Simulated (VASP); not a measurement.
## Si: single point with PBE

Si:

```
Si
1.0
     2.62054    0.00000    0.00000
    -1.31027    2.26946    0.00000
     0.00000    0.00000    2.46635
Si
1
Direct
  0.00000 0.00000 0.00000
```

This isn't the form of Si at room conditions, which is diamond.

```json
{"Program": "VASP 6.6.1", "Task": "single point", "Functional": "PBE", "Potentials or basis": "VASP PAW PBE potentials, release 64 (Si)", "Cutoff": "520 eV", "k mesh": "12 × 12 × 11", "Occupations": "gaussian, width 0.011 eV", "Spin": "no spin polarisation", "Further INCAR settings": "ALGO = Normal; EDIFF = 1e-07; NBANDS = 8"}
```

The pressure is 3.0 GPa and the band gap on the k mesh is none (metal or under the smearing width).

Stress tensor (GPa, compression positive):
```
1.26 0.00 0.00
0.00 1.26 0.00
0.00 0.00 6.51
```

Levels at points of the mesh, in eV from the Fermi level:
| k point | band 1 | band 2 | band 3 | band 4 | band 5 | band 6 | band 7 |
| --- | --- | --- | --- | --- | --- | --- | --- |
| (0.00, 0.00, 0.00) | -14.10 | 7.54 | 8.05 | 10.42 | 10.42 | 12.32 | 12.32 |
| (0.50, 0.00, 0.00) | -7.59 | -6.77 | 5.20 | 6.56 | 12.94 | 15.21 | 17.05 |

Wall time 8.7 s on 1 thread of Intel(R) Xeon(R) Platinum 8259CL CPU @ 2.50GHz (Skylake/Cascade Lake), on a shared host, peak memory 0.12 GiB.
